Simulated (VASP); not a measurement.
The system is P.

```xyz
4
Lattice="1.6477 -5.4650 0.0000 1.6477 5.4650 0.0000 0.0000 0.0000 4.5436" Properties=species:S:1:pos:R:3 pbc="T T T"
P     1.6477   -4.4173    2.6754
P     1.6477    4.4173    1.8683
P     1.6477   -1.0477    0.4035
P     1.6477    1.0477    4.1401
```

Base run:

* Program: VASP 6.6.1
* Functional: PBE0
* Potentials or basis: VASP PAW PBE potentials, release 64 (P)
* Cutoff: 520 eV
* k mesh: 6 × 6 × 4
* Occupations: gaussian, width 0.02 eV
* Spin: no spin polarisation

Its results: band gap on the k mesh 1.40 eV, direct; pressure -1.1 GPa; largest force 0.173 eV/Å.

Q: The run is repeated on the same cell with these changes: functional from PBE0 to HSE03. What comes out?

A: Band gap on the k mesh 0.54 eV, direct; pressure -0.5 GPa; largest force 0.149 eV/Å.

Caveats: the PAW data sets were made with another functional, which shifts forces and pressure a little.
